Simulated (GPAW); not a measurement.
The system is TiAl3.

```
CELL_PARAMETERS angstrom
3.95567 0.00000 0.00000
0.00000 3.95567 0.00000
0.00000 0.00000 3.95567
ATOMIC_POSITIONS crystal
Ti 0.00000 0.00000 0.00000
Al 0.00000 0.50000 0.50000
Al 0.50000 0.00000 0.50000
Al 0.50000 0.50000 0.00000
```

The cell comes from a database or a generator and needn't be the stable form of this composition.

```yaml
Program: GPAW 26.7.0
Task: relaxation of cell and atoms
Functional: PBEsol
Dispersion: D3(BJ)+ATM
Potentials_or_basis: PAW data sets generated in the run's folder for this functional
Cutoff: 600 eV
Basis: pw
k_mesh: 7 × 7 × 7
Occupations: fermi-dirac, width 0.05 eV
Spin: no spin polarisation
```

At the start: pressure -4.1 GPa; volume 15.47 Å³/atom.

How do energy, volume and symmetry change on relaxing?

Over 3 steps the energy falls by 6.7 meV/atom and the volume is 14.89 Å³/atom (-3.7 %); space group Pm-3m (No. 221, to 0.05 Å).

Step by step:
```tsv
step	energy change (eV)	largest force (eV/Å)	pressure (GPa)	volume (Å³)
1	0.0000	0.0000	-4.15	61.90
2	-0.0061	0.0000	-3.70	61.63
3	-0.0266	0.0000	0.16	59.58
```

Final structure:
```
Ti Al
1.0
     3.90568    0.00000    0.00000
     0.00000    3.90568    0.00000
     0.00000    0.00000    3.90568
Ti Al
1 3
Cartesian
  0.0000 0.0000 0.0000
  0.0000 1.9528 1.9528
  1.9528 0.0000 1.9528
  1.9528 1.9528 0.0000
```

Caveat: later steps reuse the first step's grids; pairwise dispersion overbinds metals, which lowers pressure and volume.
